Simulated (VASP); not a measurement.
All values below come from vdW-DF-cx, VASP's PBE PAW potentials (set 64) (plane waves; VASP).

VASP ran on this input.

File KPOINTS:
```
Automatic mesh
0
Gamma
7 7 7
0 0 0
```

**INCAR**
```
# general
SYSTEM   = CsCl
PREC     = Accurate
ENCUT    = 520
LREAL    = .FALSE.
LASPH    = .TRUE.

# electronic loop
EDIFF    = 1E-7
NELM     = 100
ALGO     = Normal
LMAXMIX  = 4

# smearing
ISMEAR   = 0
SIGMA    = 0.05

# functional
GGA      = CX
LUSE_VDW = .TRUE.
AGGAC    = 0.0

# ions
ISIF     = 2

# output
LWAVE    = .FALSE.
LCHARG   = .FALSE.
```

File POSCAR:
```
CsCl
1.0
  4.0428717680   0.0000000000   0.0000000000
  0.0000000000   4.0428717680   0.0000000000
  0.0000000000   0.0000000000   4.0428717680
Cs Cl
1 1
Cart
  0.0000000000   0.0000000000   0.0000000000
  2.0214358840   2.0214358840   2.0214358840
```

POTCAR, in this order: Cs_sv Cl (PBE.64 set). Program: vasp_std.

The resulting files:

File OSZICAR:
```
       N       E                     dE             d eps       ncg     rms          rms(c)
DAV:   1     0.102562215619E+03    0.10256E+03   -0.70681E+03   480   0.116E+03
DAV:   2     0.432261875918E+01   -0.98240E+02   -0.91609E+02   728   0.191E+02
DAV:   3    -0.247002651875E+01   -0.67926E+01   -0.67661E+01   588   0.566E+01
DAV:   4    -0.253907212930E+01   -0.69046E-01   -0.69010E-01   564   0.692E+00
DAV:   5    -0.254002848150E+01   -0.95635E-03   -0.95624E-03   616   0.814E-01    0.222E+00
DAV:   6    -0.222267254569E+01    0.31736E+00   -0.55129E-01   560   0.445E+00    0.166E+00
DAV:   7    -0.218677108975E+01    0.35901E-01   -0.19161E-01   636   0.256E+00    0.952E-01
DAV:   8    -0.218945838944E+01   -0.26873E-02   -0.16090E-02   544   0.987E-01    0.134E-01
DAV:   9    -0.219025344157E+01   -0.79505E-03   -0.29464E-03   620   0.384E-01    0.105E-01
DAV:  10    -0.219049634521E+01   -0.24290E-03   -0.31683E-04   532   0.158E-01    0.201E-02
DAV:  11    -0.219052516933E+01   -0.28824E-04   -0.50926E-05   624   0.556E-02    0.640E-03
DAV:  12    -0.219052715411E+01   -0.19848E-05   -0.12449E-05   548   0.246E-02    0.325E-03
DAV:  13    -0.219052698439E+01    0.16972E-06   -0.48125E-07   604   0.531E-03    0.120E-03
DAV:  14    -0.219052698182E+01    0.25697E-08   -0.36827E-07   576   0.362E-03
   1 F= -.21905270E+01 E0= -.21905270E+01  d E =-.143670E-15
```

**OUTCAR**
```
------------------------ aborting loop because EDIFF is reached ----------------------------------------
  FORCE on cell =-STRESS in cart. coord.  units (eV):
  Direction    XX          YY          ZZ          XY          YZ          ZX
  --------------------------------------------------------------------------------------
  Total        0.2315824      0.2315824      0.2315824      0.0000000      0.0000000     -0.0000000
  in kB        5.6149546      5.6149546      5.6149546      0.0000000      0.0000000     -0.0000000
  external PRESSURE =       5.6149546 kB  Pullay stress =       0.0000000 kB
  volume of cell :       66.08
      direct lattice vectors                 reciprocal lattice vectors
     4.042871768  0.000000000  0.000000000     0.247348929  0.000000000  0.000000000
     0.000000000  4.042871768  0.000000000     0.000000000  0.247348929  0.000000000
     0.000000000  0.000000000  4.042871768     0.000000000  0.000000000  0.247348929
 POSITION                                       TOTAL-FORCE (eV/Angst)
 -----------------------------------------------------------------------------------
      0.00000      0.00000      0.00000         0.000000      0.000000      0.000000
      2.02144      2.02144      2.02144         0.000000      0.000000      0.000000
 -----------------------------------------------------------------------------------
    total drift:                                0.000000      0.000000     -0.000000
  FREE ENERGIE OF THE ION-ELECTRON SYSTEM (eV)
  ---------------------------------------------------
  free  energy   TOTEN  =        -2.1905269818 eV

  energy  without entropy=       -2.1905269818  energy(sigma->0) =       -2.19052698
```
(Selected blocks of OUTCAR.)

The compound is CsCl in the CsCl type structure. This cell is one point of a volume scan, at 0.97 of the reference volume.
